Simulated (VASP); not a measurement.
A run of VASP 6.6.1 is set up as follows.

The input INCAR:

```
ALGO = Normal
AMIX = 0.2
AMIX_MAG = 0.8
BMIX = 1E-4
BMIX_MAG = 1E-4
EDIFF = 1E-6
EDIFFG = -0.01
ENCUT = 600
IBRION = 2
ISIF = 3
ISMEAR = 0
ISPIN = 2
LASPH = T
LCHARG = F
LMAXMIX = 4
LMIXTAU = T
LORBIT = 11
LREAL = F
LWAVE = F
MAGMOM = 2 0
METAGGA = R2SCAN
NELM = 150
NSW = 90
PREC = Accurate
SIGMA = 0.03
```

The input KPOINTS:

```
k-points
0
Gamma
  12 12 12
```

Contents of POSCAR:

```
NiO
1.0
    0.0000000000      2.0859016400      2.0859016400
    2.0859016400      0.0000000000      2.0859016400
    2.0859016400      2.0859016400      0.0000000000
Ni O
1 1
Direct
    0.0000000000      0.0000000000      0.0000000000
    0.5000000000      0.5000000000      0.5000000000
```

Potentials or basis: VASP PAW PBE potentials, release 64 (Ni, O).

Run with:

```sh
$ cat potpaw_PBE.64/Ni/POTCAR potpaw_PBE.64/O/POTCAR > POTCAR
$ mpirun -np 1 vasp_std > vasp.out
```

Problem. What does it give for the band gap on the k mesh?

Solution. 0.74 eV, indirect (least direct gap 1.75 eV).

Problem. Estimate the space group after relaxing (to 0.05 Å).

Solution. Fm-3m (No. 225).

Problem. Predict the net moment.

Solution. 2.00 μB per cell.

Final structure:
```cif
data_structure
_symmetry_space_group_name_H-M 'P 1'
_symmetry_Int_Tables_number 1
_cell_length_a 2.9605
_cell_length_b 2.9605
_cell_length_c 2.9605
_cell_angle_alpha 60.000
_cell_angle_beta 60.000
_cell_angle_gamma 60.000
_cell_volume 18.35
loop_
_atom_site_label
_atom_site_type_symbol
_atom_site_fract_x
_atom_site_fract_y
_atom_site_fract_z
_atom_site_occupancy
Ni1 Ni 0.00000 0.00000 0.00000 1
O1 O 0.50000 0.50000 0.50000 1
```

Caveat: a cell with one magnetic atom can't hold antiferromagnetic order, which such compounds often take. r2SCAN opens gaps a little over a GGA but as a rule still falls short of measured ones.
